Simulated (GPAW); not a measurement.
The system is BN.

```
CELL_PARAMETERS angstrom
2.50804 0.00000 0.00000
-1.24671 2.17623 0.00000
-0.63067 -1.08812 3.02254
ATOMIC_POSITIONS crystal
N 0.66851 0.33238 0.98500
B 0.97964 0.98350 0.00181
```

The cell comes from a database or a generator and needn't be the stable form of this composition.

Base run:

- Program: GPAW 26.7.0
- Functional: PBEsol
- Potentials or basis: PAW data sets generated in the run's folder for this functional
- Cutoff: 650 eV
- Basis: pw
- k mesh: 10 × 10 × 7
- Occupations: fermi-dirac, width 0.001 eV
- Spin: no spin polarisation

Its results: band gap on the k mesh 2.79 eV, indirect (least direct gap 4.54 eV); electronic dielectric tensor (diagonal) 4.89, 5.38, 2.99.

After a change of settings the same cell gave: band gap on the k mesh 2.85 eV, indirect (least direct gap 4.55 eV); electronic dielectric tensor (diagonal) 4.86, 5.34, 2.94. Which change was it?
A. functional from PBEsol to GLLB-SC; potentials or basis from PAW data sets generated in the run's folder for this functional to the program's PAW data sets (release 1.2.1) made for this functional
B. functional from PBEsol to RPBE; potentials or basis from PAW data sets generated in the run's folder for this functional to the program's PAW data sets (release 1.2.1) made for this functional
C. functional from PBEsol to AM05

C.

Caveats: the long-wavelength limit can be off by a per cent or two.
